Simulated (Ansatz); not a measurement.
**Bond compression in Ga**

```yaml
crystal:
  lattice:
    - [1.38300, -4.02650, 0.00000]
    - [1.38300, 4.02650, 0.00000]
    - [-0.11745, 0.00000, 3.32993]
  atoms:
    - { symbol: Ga, position: [0.86900, 0.13100, 0.25000] }
    - { symbol: Ga, position: [0.13100, 0.86900, 0.75000] }
```

The cell is entry 9011089 of the Crystallography Open Database, unrelaxed.

Its shortest bond, of 2.688 Å between atom 1 (Ga) and the nearest image of atom 2 (Ga), is scaled by moving both atoms along it, with the cell held. The force apart is half the difference of the two atoms' forces along the bond; it holds the pull and push of their other neighbours too.

All numbers are LDA results (scalar-relativistic) from Ansatz 0.2.0, with a Γ-centred 11×11×9 k mesh, Fermi–Dirac smearing of 0.05 eV, no spin polarisation. Methods: LAPW: all electrons, basis error target 1 meV/atom; PAW: frozen-core files, cutoff 420 eV.

Energies are extrapolated to zero smearing and count from the unscaled cell; pressure is positive in compression; gaps take the mesh and a band path. No temperature or zero-point motion is included.

The PAW files were made under PBE.

```
bond (Å)  force apart (eV/Å)  P LAPW (GPa)  ΔE LAPW (eV/atom)  P PAW − LAPW (GPa)  ΔE PAW − LAPW (meV/atom)  force PAW − LAPW (eV/Å)
   2.688                   ?         -3.69              0.000               -0.04                       0.0                    0.001
   2.366                1.51         -0.39              0.118               -0.04                       0.0                    0.001
   2.204                3.03          4.14              0.295               -0.03                       0.1                    0.003
```

Problem. What belongs in the row "2.688", column "force apart (eV/Å)"?

Solution. 0.16.

Problem. How do the Löwdin populations by LAPW change from the unscaled cell to the last row, on the two atoms of the bond?

Solution. Ga1 4s 1.21 → 1.17, Ga1 4p 1.81 → 1.86, Ga2 4s 1.21 → 1.17, Ga2 4p 1.81 → 1.86 electrons an atom. These are projections on the shells that the free atoms fill; 0.03 e a cell lies outside them at the start and 0.03 e at the end.
